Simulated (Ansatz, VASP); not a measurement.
## Te2Mo: VASP beside Ansatz

```
CELL_PARAMETERS angstrom
3.49399 0.00000 0.00000
-1.74700 3.02589 0.00000
0.00000 0.00000 14.00854
ATOMIC_POSITIONS crystal
Te 0.33333 0.66667 0.62113
Te 0.66667 0.33333 0.12113
Te 0.33333 0.66667 0.87887
Te 0.66667 0.33333 0.37887
Mo 0.33333 0.66667 0.25000
Mo 0.66667 0.33333 0.75000
```

Alike in both runs: functional PBEsol; k mesh 12 × 12 × 2; occupations gaussian, width 0.02 eV; no spin polarisation.

Ansatz relaxed the structure, and its values are those at the end. VASP's run is a single point on that final structure, the one shown.

|  | VASP | Ansatz |
| --- | --- | --- |
| version | VASP 6.6.1 | Ansatz 0.2.0 |
| potentials or method | VASP PAW PBE potentials, release 64 (Te, Mo_sv) | scalar-relativistic, plane waves, PAW |
| plane-wave cutoff (eV) | 520 | 420 |
| valence electrons in the cell | 52 | 92 |

VASP gave:

| Item | Value |
| --- | --- |
| gap on the k mesh at the Fermi level (eV) | 0.77 |
| least direct gap on the mesh (eV) | 1.09 |
| pressure (GPa) | 0.1 |
| rms of the force components (eV/Å) | 0.014 |

Task: Which values does Ansatz return?

Result: gap on the k mesh at the Fermi level (eV): 0.77; least direct gap on the mesh (eV): 1.09; pressure (GPa): 0.0; rms of the force components (eV/Å): 0.000.

The two sets of potentials don't hold the same shells in valence.

Caveats: the PAW data sets were made with another functional, which shifts forces and pressure a little (VASP); spin-orbit coupling is left out, which moves the levels of the heavy elements; this functional lacks dispersion, which binds the layers, so the pressure and a relaxed spacing across them are unreliable. A k mesh can miss the band edges. Expect the measured gap to be larger: semilocal functionals such as PBEsol lack the derivative discontinuity.
